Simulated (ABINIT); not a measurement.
The system is PbS.

```xyz
2
Lattice="4.0897 0.0000 0.0000 -2.0448 3.5418 0.0000 0.0000 0.0000 3.7882" Properties=species:S:1:pos:R:3 pbc="T T T"
Pb    0.0000    0.0000    0.0000
S     2.0448    1.1806    1.8941
```

Measurements of this composition are mostly on another form, of space group No. 225.

Base run:

```yaml
Program: ABINIT 10.8.3 (patched build)
Functional: HSE06
Potentials_or_basis: SPMS NC PBE v1.0
Cutoff: 490 eV
k_mesh: 6 × 6 × 6
Occupations: fixed
Spin: no spin polarisation
```

Its results: band gap on the k mesh none (metal or under the smearing width); pressure -2.1 GPa.

Problem. The run is repeated on the same cell with these changes: functional from HSE06 to PBE0. What comes out?

Solution. Band gap on the k mesh 0.43 eV, indirect (least direct gap 1.82 eV); pressure -2.3 GPa.

Caveats: the potentials were made for another functional, which shifts forces and pressure; Libxc's HSE differs a little from that of other programs (some runs); spin-orbit coupling is left out, which as a rule narrows the gap of such compounds by several tenths of an eV (some runs).

A k mesh can miss the band edges.
